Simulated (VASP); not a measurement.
The system is SiC (Moissanite 6H).

```
CELL_PARAMETERS angstrom
3.09500 0.00000 0.00000
-1.54750 2.68035 0.00000
0.00000 0.00000 15.17000
ATOMIC_POSITIONS crystal
Si 0.66667 0.33333 0.45830
Si 0.33333 0.66667 0.95830
Si 0.66667 0.33333 0.79170
Si 0.33333 0.66667 0.29170
Si 0.00000 0.00000 0.62500
Si 0.00000 0.00000 0.12500
C 0.66667 0.33333 0.33330
C 0.33333 0.66667 0.83330
C 0.66667 0.33333 0.66670
C 0.33333 0.66667 0.16670
C 0.00000 0.00000 0.50000
C 0.00000 0.00000 0.00000
```

- Program: VASP 6.6.1
- Task: relaxation of cell and atoms
- Functional: vdW-DF2
- Potentials or basis: VASP PAW PBE potentials, release 64 (Si, C)
- Cutoff: 600 eV
- k mesh: 10 × 10 × 2
- Occupations: fermi-dirac, width 0.05 eV
- Spin: no spin polarisation

At the start: pressure 6.5 GPa; volume 10.49 Å³/atom.

Q: How do energy, volume and symmetry change on relaxing?

A: Over 8 steps the energy falls by 6.9 meV/atom and the volume is 10.83 Å³/atom (+3.3 %); space group P6_3mc (No. 186, to 0.05 Å).

The path:
```tsv
step	energy change (eV)	largest force (eV/Å)	pressure (GPa)	volume (Å³)
1	0.0000	0.1413	6.46	125.85
2	-0.0201	0.0967	-5.13	133.71
3	-0.0822	0.0449	-0.03	129.97
4	-0.0822	0.0437	0.08	129.89
5	-0.0823	0.0185	0.08	129.89
6	-0.0823	0.0191	0.08	129.89
7	-0.0824	0.0093	-0.06	129.99
8	-0.0824	0.0024	0.00	129.95
```

Final structure:
```cif
data_structure
_symmetry_space_group_name_H-M 'P 1'
_symmetry_Int_Tables_number 1
_cell_length_a 3.1263
_cell_length_b 3.1263
_cell_length_c 15.3525
_cell_angle_alpha 90.000
_cell_angle_beta 90.000
_cell_angle_gamma 120.000
_cell_volume 129.95
loop_
_atom_site_label
_atom_site_type_symbol
_atom_site_fract_x
_atom_site_fract_y
_atom_site_fract_z
_atom_site_occupancy
Si1 Si 0.66667 0.33333 0.45822 1
Si2 Si 0.33333 0.66667 0.95822 1
Si3 Si 0.66667 0.33333 0.79179 1
Si4 Si 0.33333 0.66667 0.29179 1
Si5 Si 0.00000 0.00000 0.62509 1
Si6 Si 0.00000 0.00000 0.12510 1
C1 C 0.66667 0.33333 0.33330 1
C2 C 0.33333 0.66667 0.83330 1
C3 C 0.66667 0.33333 0.66692 1
C4 C 0.33333 0.66667 0.16692 1
C5 C 0.00000 0.00000 0.49967 1
C6 C 0.00000 0.00000 0.99967 1
```

Caveat: the PAW data sets were made with another functional, which shifts forces and pressure a little.
